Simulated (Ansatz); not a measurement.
## Ga under changes of volume

One of the cells (18.685 Å³/atom); the others are scaled copies at fixed shape and fractional positions:

```
Ga
1.0
     1.45000   -4.06500    0.00000
     1.45000    4.06500    0.00000
     0.00000    0.00000    3.17000
Ga
2
Direct
  0.13300 0.86700 0.75000
  0.86700 0.13300 0.25000
```

This isn't the form of Ga at room conditions, which is orthorhombic.

| Quantity | Value |
| --- | --- |
| Program | Ansatz 0.2.0 |
| Functional | PBEsol |
| Potentials or basis | all-electron LAPW, scalar-relativistic |
| Cutoff | 258 eV (chosen from the basis error) |
| Basis error allowed | 0.001 eV/atom |
| k mesh | 10 × 10 × 8 |
| Occupations | fermi-dirac, width 0.05 eV |
| Spin | no spin polarisation |

| volume (Å³/atom) | energy over the lowest point (meV/atom) | pressure (GPa) | largest force (eV/Å) |
| --- | --- | --- | --- |
| 17.564 | 2.15 | 1.6 | 0.234 |
| 17.937 | 0.00 | 0.2 | 0.226 |
| 18.311 | 0.92 | -1.0 | 0.218 |
| 18.685 | 4.58 | -2.1 | 0.210 |
| 19.058 | 10.65 | -3.0 | 0.203 |
| 19.432 | 18.82 | -3.9 | 0.195 |
| 19.806 | ? | ? | ? |

Task: What does the run at 19.806 Å³/atom give?

Result: Energy over the lowest point 28.81 meV/atom; pressure -4.6 GPa; largest force 0.186 eV/Å.

Worked out: A Birch-Murnaghan fit of order 3 (a polynomial in V^(-2/3)) to the other rows has its minimum at 18.00 Å³/atom with B0 = V·E''(V) = 62 GPa and B' = 5.1 at fixed shape and positions, which overstates the stiffness. It gives 28.87 meV/atom at 19.806 Å³/atom, against the run's 28.81, and -dE/dV = -4.7 GPa, against -4.6.

Energies are extrapolated to zero smearing.
